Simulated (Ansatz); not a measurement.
# Moving the functional in Y

The structure is hexagonal, space group P6_3/mmc (No. 194). The conventional cell has a = 3.647 Å, b = 3.647 Å, c = 5.731 Å, α = 90.00°, β = 90.00°, γ = 120.00°. Y (site symmetry -6m2) has 12 Y at 3.56 to 3.65 Å as nearest neighbours.

Kept alike: task band structure; k mesh 8 × 8 × 5; occupations fermi-dirac, width 0.05 eV; no spin polarisation. Program: Ansatz, all-electron LAPW, scalar-relativistic. The mesh is that of the run's cell of 2 atoms. No spin-orbit coupling.

| functional | pressure (GPa) |
| --- | --- |
| LDA | -3.77 |
| PBE | -0.12 |
| PBEsol | -2.03 |

Pressure is positive in compression. For a metal such a mesh leaves the last digits unconverged.

The pressure runs from -3.77 (LDA) to -0.12 GPa (PBE). From PBE: LDA -3.65; PBEsol -1.91.
